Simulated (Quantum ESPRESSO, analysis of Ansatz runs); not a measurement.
# A hop of O in Al2O3 (R-3c), charge 0 (Quantum ESPRESSO), part 2 of 3

Aim: the barrier of one jump in Al2O3 (R-3c) at charge 0: V_O hop (2.6 Å). The model is a cell of 80 host atoms with 1 O taken out; O is the atom that moves.

Quantum ESPRESSO 7.5; Quantum ESPRESSO plane-wave DFT, PBEsol, GBRV 1.5 PBEsol potentials; nudged elastic band between two relaxed defect structures.

So far: The starting structure; Relaxation of the start point, charge 0.

## (3) Relaxation of the end point, charge 0

Level of this step: Quantum ESPRESSO plane-wave DFT, PBEsol, GBRV 1.5 PBEsol potentials; relaxation of all atoms of a defect supercell (Quantum ESPRESSO).

The end point is relaxed in the same cell and settings, so that the two energies compare. Atoms more than 3.2 Å from the middle of the hop start where the first relaxation left them, the nearer ones on or close to their ideal places, with small random displacements.

pw.in reads:

```
&CONTROL
  calculation = 'relax'
  prefix = 'pwscf'
  outdir = './tmp'
  pseudo_dir = './pseudo'
  tprnfor = .true.
  disk_io = 'low'
  nstep = 70
  forc_conv_thr = 0.00078
  etot_conv_thr = 0.0001
/
&SYSTEM
  ibrav = 0
  nat = 79
  ntyp = 2
  ecutwfc = 36
  ecutrho = 288
  nbnd = 193
  occupations = 'fixed'
  nosym = .true.
/
&ELECTRONS
  conv_thr = 8d-08
  electron_maxstep = 100
  mixing_beta = 0.5
/
&IONS
  ion_dynamics = 'bfgs'
/
ATOMIC_SPECIES
Al    26.9815 al_pbesol_v1.uspp.F.UPF
O     15.9990 o_pbesol_v1.2.uspp.F.UPF
CELL_PARAMETERS angstrom
   4.7750098370    2.7568532677    8.6755442072
  -4.7750098370    2.7568532677    8.6755442072
   0.0000000000   -5.5137065355    8.6755442072
ATOMIC_POSITIONS crystal
Al     0.3234861154    0.3246136752    0.3241711284
Al     0.4259733893    0.4270710319    0.4249870461
[... 4 atom lines left out ...]
O      0.0277631464    0.3761689413    0.2211907422
[... 8 atom lines left out ...]
O      0.4721281295    0.1255123090    0.7784718567
[... 24 atom lines left out ...]
Al     0.8241765761    0.3245478718    0.3227086621
Al     0.9269774122    0.4264568986    0.4250422504
[... 3 atom lines left out ...]
O      0.9715206221    0.1252227381    0.2789891851
[... 5 atom lines left out ...]
Al     0.5731585369    0.0737408299    0.5738895477
Al     0.6753804134    0.1772030833    0.6754233777
[... 2 atom lines left out ...]
O      0.5282021679    0.3759836773    0.7210314442
O      0.6241183967    0.2786615971    0.4727571696
[... 6 atom lines left out ...]
O      0.7216837475    0.5269503427    0.3758866150
[... 7 atom lines left out ...]
Al     0.5742483581    0.5747680070    0.5727566157
[... 6 atom lines left out ...]
O      0.7773467171    0.9727575103    0.6241679416
K_POINTS gamma
```

On the command line:

```console
$ OMP_NUM_THREADS=1 mpirun -n 4 pw.x -in pw.in > pw.out
```

The program printed:

```text
[shortened: banners, details of potentials and solvers, and blank lines are left out]
[banner, memory and clock lines left out]
     gamma-point specific algorithms are used
     one sub-group per band group will be used
     bravais-lattice index     =            0
     lattice parameter (alat)  =      19.4252  a.u.
     unit-cell volume          =    4624.1563 (a.u.)^3
     number of atoms/cell      =           79
     number of atomic types    =            2
     number of electrons       =       378.00
     number of Kohn-Sham states=          193
     kinetic-energy cutoff     =      36.0000  Ry
     charge density cutoff     =     288.0000  Ry
     scf convergence threshold =      8.0E-08
     mixing beta               =       0.5000
     number of iterations used =            8  plain     mixing
     energy convergence thresh.=      1.0E-04
     force convergence thresh. =      7.8E-04
     Exchange-correlation= SLA  PW   PSX  PSC
                           (   1   4  10   8   0   0   0)
     nstep                     =           70
     crystal axes: (cart. coord. in units of alat)
               a(1) = (   0.464522   0.268192   0.843974 )
               a(2) = (  -0.464522   0.268192   0.843974 )
               a(3) = (   0.000000  -0.536384   0.843974 )
     PseudoPot. # 1 for Al read from file:
     al_pbesol_v1.uspp.F.UPF
     Pseudo is Ultrasoft + core correction, Zval =  3.0
[...]
PseudoPot. # 2 for O  read from file:
     o_pbesol_v1.2.uspp.F.UPF
     Pseudo is Ultrasoft + core correction, Zval =  6.0
[...]
atomic species   valence    mass     pseudopotential
     Al                3.00    26.98150     Al( 1.00)
     O                 6.00    15.99900     O ( 1.00)
     No symmetry found
     site n.     atom                  positions (alat units)
         1        Al     tau(   1) = (  -0.0005238  -0.0000650   0.8205713  )
         2        Al     tau(   2) = (  -0.0005099   0.0008234   1.0786253  )
         3        Al     tau(   3) = (  -0.0001645  -0.0002806   0.1881207  )
         4        Al     tau(   4) = (  -0.0021124  -0.0016256   0.4457303  )
         5        O      tau(   5) = (   0.0892779  -0.1349541   0.5273087  )
         6        O      tau(   6) = (   0.1615564   0.0110059   0.7380112  )
         7        O      tau(   7) = (  -0.1618423  -0.0103118   0.5275874  )
         8        O      tau(   8) = (   0.0714493   0.1444098   0.5274893  )
[...]
number of k points=     1
                       cart. coord. in units 2pi/alat
        k(    1) = (   0.0000000   0.0000000   0.0000000), wk =   2.0000000
     Dense  grid:   190929 G-vectors     FFT dimensions: ( 108, 108, 108)
     Smooth grid:    67502 G-vectors     FFT dimensions: (  75,  75,  75)
     starting charge     377.9246, renormalised to     378.0000
     Self-consistent Calculation
     iteration #  1     ecut=    36.00 Ry     beta= 0.50
     total energy              =   -1734.11824667 Ry
     estimated scf accuracy    <      15.00495502 Ry
     iteration #  2     ecut=    36.00 Ry     beta= 0.50
     total energy              =   -1738.52339021 Ry
     estimated scf accuracy    <       1.45134135 Ry
     iteration #  3     ecut=    36.00 Ry     beta= 0.50
     total energy              =   -1738.58994475 Ry
     estimated scf accuracy    <       0.15067157 Ry
[...]
estimated scf accuracy    <       0.00006135 Ry
     iteration #  8     ecut=    36.00 Ry     beta= 0.50
     total energy              =   -1738.63032486 Ry
     estimated scf accuracy    <       0.00000346 Ry
     iteration #  9     ecut=    36.00 Ry     beta= 0.50
     total energy              =   -1738.63032604 Ry
     estimated scf accuracy    <       0.00000015 Ry
     iteration # 10     ecut=    36.00 Ry     beta= 0.50
     End of self-consistent calculation
          k = 0.0000 0.0000 0.0000 (  8449 PWs)   bands (ev):
   -11.7547 -10.7779 -10.7604 -10.6902 -10.6634 -10.6318 -10.6232 -10.6157
   -10.5959 -10.5404 -10.5207 -10.3797  -9.9394  -9.9086  -9.8471  -9.7108
    -9.6739  -9.6537  -9.5292  -9.5096  -9.4792  -9.4118  -9.3132  -9.2399
    -9.2338  -9.1704  -9.1542  -9.1307  -9.1088  -9.1052  -9.0879  -9.0691
    -9.0653  -9.0121  -9.0054  -8.9858  -8.9808  -8.9665  -8.9480  -8.9299
    -8.9198  -8.9097  -8.7793  -8.7587  -8.6984  -8.6791  -8.6376   0.4574
     0.8561   0.8802   0.9011   0.9082   0.9168   1.0047   1.1472   1.2527
     1.2720   1.4349   1.5657   1.6346   1.7203   1.7507   1.7723   1.8218
[...]
15.2293
     highest occupied, lowest unoccupied level (ev):    10.1289   13.6899
!    total energy              =   -1738.63032604 Ry
     estimated scf accuracy    <       0.00000003 Ry
     The total energy is the sum of the following terms:
     one-electron contribution =    -324.72979533 Ry
     hartree contribution      =     435.73076044 Ry
     xc contribution           =    -486.02531431 Ry
     ewald contribution        =   -1363.60597683 Ry
     convergence has been achieved in  10 iterations
     Forces acting on atoms (cartesian axes, Ry/au):
     atom    1 type  1   force =     0.01474893   -0.00280192   -0.00455013
     atom    2 type  1   force =     0.00861493   -0.00865431    0.00736800
     atom    3 type  1   force =    -0.00197088    0.00521659   -0.00952817
     atom    4 type  1   force =     0.01827119    0.01034963    0.00469893
     atom    5 type  2   force =     0.00589796    0.00841618   -0.00259253
     atom    6 type  2   force =    -0.00733218   -0.00205479    0.00449612
     atom    7 type  2   force =    -0.00084210   -0.00770136   -0.00369850
     atom    8 type  2   force =    -0.00770271   -0.00416882    0.00036012
[...]
Total force =     0.119128     Total SCF correction =     0.000128
     BFGS Geometry Optimization
     Energy error            =      1.4E-02 Ry
     Gradient error          =      3.2E-02 Ry/Bohr
     number of scf cycles    =   1
     number of bfgs steps    =   0
     energy             new  =   -1738.6303260366 Ry
     new trust radius        =       0.0355372069 bohr
     new conv_thr            =       0.0000000800 Ry
ATOMIC_POSITIONS (crystal)
Al               0.3241212184        0.3236142688        0.3242578902
Al               0.4263236939        0.4264666109        0.4256905842
Al               0.0738120290        0.0743846731        0.0741207792
Al               0.1741993497        0.1767219199        0.1774980752
O                0.2210374558        0.0281908295        0.3754061526
O                0.4718367417        0.1248589764        0.2780263411
O                0.0273949072        0.3758940254        0.2216083018
O                0.3744316904        0.2214727986        0.0291240434
[...]
Self-consistent Calculation
[...]
iteration #  3     ecut=    36.00 Ry     beta= 0.50
     total energy              =   -1738.64537898 Ry
     estimated scf accuracy    <       0.00000031 Ry
     iteration #  4     ecut=    36.00 Ry     beta= 0.50
     total energy              =   -1738.64537903 Ry
     estimated scf accuracy    <       0.00000004 Ry
     iteration #  5     ecut=    36.00 Ry     beta= 0.50
     total energy              =   -1738.64537904 Ry
     estimated scf accuracy    <          4.9E-09 Ry
     iteration #  6     ecut=    36.00 Ry     beta= 0.50
[...]
k = 0.0000 0.0000 0.0000 (  8449 PWs)   bands (ev):
   -11.7246 -10.7479 -10.7228 -10.6098 -10.6074 -10.5948 -10.5937 -10.5853
   -10.5767 -10.5649 -10.5374 -10.3746  -9.9148  -9.8938  -9.8405  -9.6700
    -9.6615  -9.6366  -9.5057  -9.4929  -9.4380  -9.3616  -9.2310  -9.2118
    -9.1773  -9.1285  -9.1164  -9.1123  -9.1048  -9.1016  -9.0950  -9.0557
    -9.0305  -8.9833  -8.9815  -8.9684  -8.9608  -8.9577  -8.9527  -8.9446
    -8.9378  -8.9275  -8.7706  -8.7380  -8.7041  -8.7003  -8.6837   0.4863
     0.9004   0.9119   0.9156   0.9411   0.9627   1.0246   1.1469   1.2669
     1.2701   1.4773   1.5618   1.6730   1.7185   1.7747   1.7786   1.8487
[...]
highest occupied, lowest unoccupied level (ev):     9.6776   13.6876
!    total energy              =   -1738.64537904 Ry
     estimated scf accuracy    <          3.2E-10 Ry
[...]
convergence has been achieved in   6 iterations
     Forces acting on atoms (cartesian axes, Ry/au):
     atom    1 type  1   force =     0.00015697   -0.00004613    0.00045574
     atom    2 type  1   force =     0.00013540    0.00021135   -0.00017533
     atom    3 type  1   force =     0.00011440    0.00020893   -0.00022486
     atom    4 type  1   force =     0.00034218    0.00064695    0.00027906
     atom    5 type  2   force =     0.00016232    0.00003229   -0.00023167
     atom    6 type  2   force =    -0.00056178   -0.00014810   -0.00022805
     atom    7 type  2   force =    -0.00005989    0.00039745   -0.00062722
     atom    8 type  2   force =     0.00055220    0.00015322    0.00018189
[...]
Total force =     0.005004     Total SCF correction =     0.000036
[...]
number of scf cycles    =   9
     number of bfgs steps    =   8
     energy             old  =   -1738.6453170475 Ry
     energy             new  =   -1738.6453790366 Ry
     CASE: energy            _new < energy            _old
     new trust radius        =       0.0030673634 bohr
[...]
ATOMIC_POSITIONS (crystal)
Al               0.3241778687        0.3238931728        0.3238378539
Al               0.4254282396        0.4263071766        0.4262423286
Al               0.0741719906        0.0739120886        0.0734475796
Al               0.1760876338        0.1755642963        0.1762720876
O                0.2204591304        0.0286865843        0.3754565141
O                0.4715268359        0.1248715818        0.2785178740
O                0.0266983385        0.3737517062        0.2245258186
O                0.3749084178        0.2217224460        0.0283593393
[...]
Self-consistent Calculation
     iteration #  1     ecut=    36.00 Ry     beta= 0.50
     total energy              =   -1738.64541210 Ry
     estimated scf accuracy    <       0.00001542 Ry
     iteration #  2     ecut=    36.00 Ry     beta= 0.50
     total energy              =   -1738.64541302 Ry
     estimated scf accuracy    <       0.00000160 Ry
     iteration #  3     ecut=    36.00 Ry     beta= 0.50
     total energy              =   -1738.64541326 Ry
     estimated scf accuracy    <       0.00000013 Ry
     iteration #  4     ecut=    36.00 Ry     beta= 0.50
     total energy              =   -1738.64541328 Ry
     estimated scf accuracy    <       0.00000002 Ry
     iteration #  5     ecut=    36.00 Ry     beta= 0.50
     total energy              =   -1738.64541328 Ry
     estimated scf accuracy    <          1.3E-09 Ry
     iteration #  6     ecut=    36.00 Ry     beta= 0.50
     End of self-consistent calculation
          k = 0.0000 0.0000 0.0000 (  8449 PWs)   bands (ev):
   -11.7245 -10.7480 -10.7227 -10.6097 -10.6070 -10.5946 -10.5934 -10.5855
   -10.5763 -10.5647 -10.5377 -10.3747  -9.9147  -9.8938  -9.8404  -9.6697
    -9.6615  -9.6375  -9.5056  -9.4924  -9.4375  -9.3616  -9.2310  -9.2113
    -9.1768  -9.1282  -9.1162  -9.1127  -9.1047  -9.1013  -9.0950  -9.0565
    -9.0310  -8.9830  -8.9815  -8.9677  -8.9606  -8.9576  -8.9521  -8.9458
    -8.9384  -8.9269  -8.7709  -8.7377  -8.7048  -8.6999  -8.6836   0.4864
     0.9009   0.9117   0.9156   0.9412   0.9631   1.0241   1.1469   1.2663
     1.2702   1.4776   1.5617   1.6732   1.7183   1.7748   1.7784   1.8494
[...]
14.9908
     highest occupied, lowest unoccupied level (ev):     9.6751   13.6876
!    total energy              =   -1738.64541328 Ry
     estimated scf accuracy    <          1.3E-10 Ry
     The total energy is the sum of the following terms:
     one-electron contribution =    -322.29758362 Ry
     hartree contribution      =     434.66794545 Ry
     xc contribution           =    -485.95857052 Ry
     ewald contribution        =   -1365.05720460 Ry
     convergence has been achieved in   6 iterations
     Forces acting on atoms (cartesian axes, Ry/au):
     atom    1 type  1   force =    -0.00007444    0.00027528    0.00031092
     atom    2 type  1   force =    -0.00016365    0.00031398   -0.00014753
     atom    3 type  1   force =    -0.00010642   -0.00004581   -0.00012708
     atom    4 type  1   force =     0.00030214    0.00053666    0.00007095
     atom    5 type  2   force =     0.00003796    0.00010782   -0.00022401
     atom    6 type  2   force =    -0.00036096    0.00008558   -0.00017084
     atom    7 type  2   force =    -0.00005648    0.00015925   -0.00045652
     atom    8 type  2   force =     0.00029939    0.00021000    0.00009892
[...]
Total force =     0.003620     Total SCF correction =     0.000027
     Energy error            =      3.4E-05 Ry
     Gradient error          =      7.0E-04 Ry/Bohr
     bfgs converged in  10 scf cycles and   9 bfgs steps
     (criteria: energy <  1.0E-04 Ry, force <  7.8E-04 Ry/Bohr)
     End of BFGS Geometry Optimization
     Final energy             =   -1738.6454132811 Ry
Begin final coordinates
ATOMIC_POSITIONS (crystal)
Al               0.3241778687        0.3238931728        0.3238378539
Al               0.4254282396        0.4263071766        0.4262423286
Al               0.0741719906        0.0739120886        0.0734475796
Al               0.1760876338        0.1755642963        0.1762720876
O                0.2204591304        0.0286865843        0.3754565141
O                0.4715268359        0.1248715818        0.2785178740
O                0.0266983385        0.3737517062        0.2245258186
O                0.3749084178        0.2217224460        0.0283593393
[...]
End final coordinates
```

It took 5.2 min on 4 MPI ranks of Intel Xeon Platinum 8259CL at 2.50GHz (Skylake/Cascade Lake), shared host; peak memory 1.3 GiB; 21 min of CPU time.

Relaxation path:

| step | energy less that of the first step (eV) |
| --- | --- |
| 0 | 0.0000 |
| 1 | -0.1255 |
| 2 | -0.1655 |
| 3 | -0.1827 |
| 4 | -0.1935 |
| 5 | -0.1995 |
| 6 | -0.2025 |
| 7 | -0.2040 |
| 8 | -0.2048 |
| 9 | -0.2053 |

The atoms that moved most (Å):

| atom | dx | dy | dz | length |
| --- | --- | --- | --- | --- |
| Al13 | -0.091 | -0.001 | -0.056 | 0.107 |
| Al53 | 0.051 | 0.063 | 0.053 | 0.097 |
| Al22 | -0.024 | -0.020 | 0.001 | 0.031 |
| O7 | 0.006 | -0.028 | -0.001 | 0.029 |
| Al4 | 0.024 | 0.014 | -0.002 | 0.028 |
| Al52 | 0.000 | -0.003 | 0.024 | 0.024 |
| O9 | -0.022 | -0.001 | -0.004 | 0.022 |
| Al11 | 0.017 | 0.013 | -0.003 | 0.022 |

Neighbours of O57 at the end:

| atom | distance (Å) |
| --- | --- |
| Al41 | 1.854 |
| Al2 | 1.871 |
| Al52 | 1.970 |
| Al53 | 1.985 |
| O16 | 2.532 |
| O79 | 2.534 |
| O18 | 2.631 |
| O64 | 2.718 |
| O45 | 2.726 |
| O47 | 2.733 |
| O56 | 2.733 |

Read from the output:

```
highest filled level                                                                              : 9.675 eV
lowest empty level                                                                                : 13.69 eV
r.m.s. move of the farther half of the atoms                                                      : 0.005962 Å
largest move from the ideal geometry of this structure, a common shift of the far atoms taken out : 0.09874 Å
```

The relaxation gained 0.205 eV and ended with a largest force component of 0.018 eV/Å. The end lies within 1 meV of the start.

(Part 2 of 3 ends here.)

[Logs are printed without paths, hosts, clocks, repeated set-up lines and the standing remarks that a program may print on its own settings, such as how far it seeks lower states.]

[Hosts, paths, dates, database ids (printed as entryN), source tags and the programs' standing remarks are cut or masked in the printed files.]
